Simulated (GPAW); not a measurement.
Runs of GPAW 26.7.0 on CsPbCl3. Symmetry: Pm-3m, No. 221, cubic system. Conventional cell: a = 5.605 Å, b = 5.605 Å, c = 5.605 Å, α = 90.00°, β = 90.00°, γ = 90.00°. Pb (site symmetry m-3m) is surrounded by 6 Cl at 2.80 Å. Cs (site symmetry m-3m) is surrounded by 12 Cl at 3.96 Å. Around Cl (site symmetry 4/mmm) lie 2 Pb at 2.80 Å. 

| task | level | potentials or basis | smearing | response ecut | eta | maxiter | response k mesh | domega0 | gap on the mesh (eV) |
| --- | --- | --- | --- | --- | --- | --- | --- | --- | --- |
| optical spectrum | PBEsol | PAW data sets generated in the run's folder for this functional, pw | fermi-dirac 0.001 eV | 50 eV | 0.1 eV | 150 | 9 × 9 × 9 | 0.05 eV | 1.74 |
| optical spectrum | RPBE | the program's PAW data sets (release 1.2.1) made for this functional, pw | fermi-dirac 0.001 eV | 50 eV | 0.1 eV | 150 | 9 × 9 × 9 | 0.05 eV | 1.99 |
| single point | LDA | the program's PAW data sets (release 1.2.1) made for this functional, pw | fermi-dirac 0.05 eV | - | - | 120 | - | - | 1.68 |
| optical spectrum | LDA | the program's PAW data sets (release 1.2.1) made for this functional, pw | fermi-dirac 0.001 eV | 50 eV | 0.1 eV | 150 | 9 × 9 × 9 | 0.05 eV | 1.68 |
| optical spectrum | PBE | GPAW PAW data sets (gpaw-data 1.2.1), pw | fermi-dirac 0.001 eV | 50 eV | 0.1 eV | 150 | 9 × 9 × 9 | 0.05 eV | 1.87 |
| optical spectrum | AM05 | PAW data sets generated in the run's folder for this functional, pw | fermi-dirac 0.001 eV | 50 eV | 0.1 eV | 150 | 9 × 9 × 9 | 0.05 eV | (a) |

Alike in all rows: no spin polarisation; cell as given; k mesh 4 × 4 × 4; cutoff (eV) 450.

Estimate the missing entries.

(a) 1.82.

Caveats: spin-orbit coupling is left out, which as a rule narrows the gap of such compounds by several tenths of an eV; the long-wavelength limit can be off by a per cent or two (some runs); independent-particle spectra lack excitons (some runs); an odd mesh through Γ misses points on the zone boundary, where band edges often lie (some runs).

A k mesh can miss the band edges, and the runs leave out spin-orbit coupling on Cs, Pb.
